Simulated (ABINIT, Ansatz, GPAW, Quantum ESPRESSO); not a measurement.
The equilibrium volume of 10 crystals: PBE beside PBE-D3(BJ)

Computed equilibrium volume (Å³/atom) at each level. Volumes are each level's own minimum, from an equation of state or a relaxation of the cell. Space groups are those of the starting cells. Not every cell is the stable form of its formula. Spin polarisation and spin-orbit coupling are off unless named. Started with parallel moments: Ni.

- PBE: Quantum ESPRESSO (SSSP 1.3 efficiency PBE) for AlN, Ni, HfC, MgS, Ge; Ansatz (all-electron LAPW, scalar-relativistic) for BN, CdS, HgTe; ABINIT (JTH PAW PBE v2.0) for HfB2; GPAW (GPAW PAW data sets (gpaw-data 1.2.1)) for HfO2; cutoffs 517 to 816 eV for plane waves; k meshes of 343 to 2197 points
- PBE-D3(BJ): Quantum ESPRESSO (PseudoDojo 0.4.1 SR PBE standard) for BN, AlN, Ni, HfC, MgS, Ge, HgTe; ABINIT (JTH PAW PBE v2.0) for HfB2; GPAW (GPAW PAW data sets (gpaw-data 1.2.1)) for HfO2; Ansatz (all-electron LAPW, scalar-relativistic) for CdS; cutoffs 517 to 1333 eV for plane waves; k meshes of 343 to 2197 points

```csv
crystal,PBE,PBE-D3(BJ)
BN (F-43m),5.953,5.873
"HfB2 (P6/mmm, 3 atoms)",9.964,9.731
AlN (F-43m),10.686,10.457
Ni (Fm-3m),10.884,10.605
HfO2 (Fm-3m),11.032,10.876
HfC (Fm-3m),12.599,12.380
MgS (Fm-3m),17.802,17.229
Ge (Fd-3m),23.895,23.248
CdS (F-43m),26.035,25.066
HgTe (F-43m),36.818,35.090
```

Task: How do the values move from PBE?

Result: PBE-D3(BJ) lies below PBE in 10 of 10 crystals, with a median shift of -2.5 % (-4.7 % for HgTe to -1.3 % for BN). The figures use the values as printed. Spin-orbit coupling, where left out, moves volumes and moduli of the heaviest elements a little. Meshes of this size aren't converged for the metals. Columns can differ in programs, potentials, basis sets, cutoffs, meshes, task and smearing within a row, which adds scatter of its own. Where several set-ups ran one level, the entry is one near their median; a run lay far from it for AlN, Ni, HfO2.
